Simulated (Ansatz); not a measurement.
**ZrS2 (CdI2 type): gap against strain (isotropic on every length)**

ZrS2 built on the CdI2 prototype, relaxed with r2SCAN+rVV10 in Ansatz 0.2.0, then strained (isotropic on every length; changes of length per length, axes as in the cell below) with the atoms relaxed again within the symmetry that is left. The symmetry is P-3m1 (No. 164, trigonal); a = 3.674 Å, c = 5.857 Å in the conventional setting, 22.83 Å³ an atom. Zr has 6 S at 2.57 Å; S has 3 Zr at 2.57 Å. No spin polarisation and no zero-point or thermal motion.

```xyz
3
Lattice="3.6744 0.0000 0.0000 -1.8372 3.1821 0.0000 0.0000 0.0000 5.8569" Properties=species:S:1:pos:R:3 pbc="T T T"
Zr    0.0000    0.0000    0.0000
S     0.0000    2.1214    1.4421
S     1.8372    1.0607    4.4147
```

Gaps are the least over each mesh (PBE 12×12×4, r2SCAN 12×12×4, HSE06 6×6×4 when unstrained) and the special points, which keep their unstrained names.

| strain (%) | gap, PBE (eV) | gap, r2SCAN (eV) | gap, HSE06 (eV) | edges, HSE06 |
| --- | --- | --- | --- | --- |
| -3.0 | 0.477 | 0.772 | 1.206 | Γ → L |
| -1.0 | 0.757 | 1.059 | 1.529 | (-0.068, 0.031, 0) → L |
| 0.0 | 0.877 | 1.181 | 1.667 | Γ–M (0.17) → L |
| +1.5 | 1.030 | 1.336 | 1.840 | Γ–K (0.17) → L |
| +1.65 | 1.044 | 1.351 | 1.856 | (-0.120, 0.057, 0) → L |

Q: Estimate the row for a strain of +3.0 %.

A:

| strain (%) | gap, PBE (eV) | gap, r2SCAN (eV) | gap, HSE06 (eV) | edges, HSE06 |
| --- | --- | --- | --- | --- |
| +3.0 | 1.159 | 1.468 | 1.987 | Γ–K (0.20) → L |

Between zero and the nearest strains the slope of the HSE06 gap against strain is +0.137 eV per percent for negative and +0.116 for positive strain.

Where an edge lies off the special points, it is a point of the mesh or the k point where a search put PBE's edge or least direct gap, reused for the other functionals, whose own edges may lie a little apart.

Coordinates of k points refer to the reciprocal vectors of the primitive cell of the runs.

The meshes of the hybrids are coarse, so their gaps aren't converged to the digits shown.
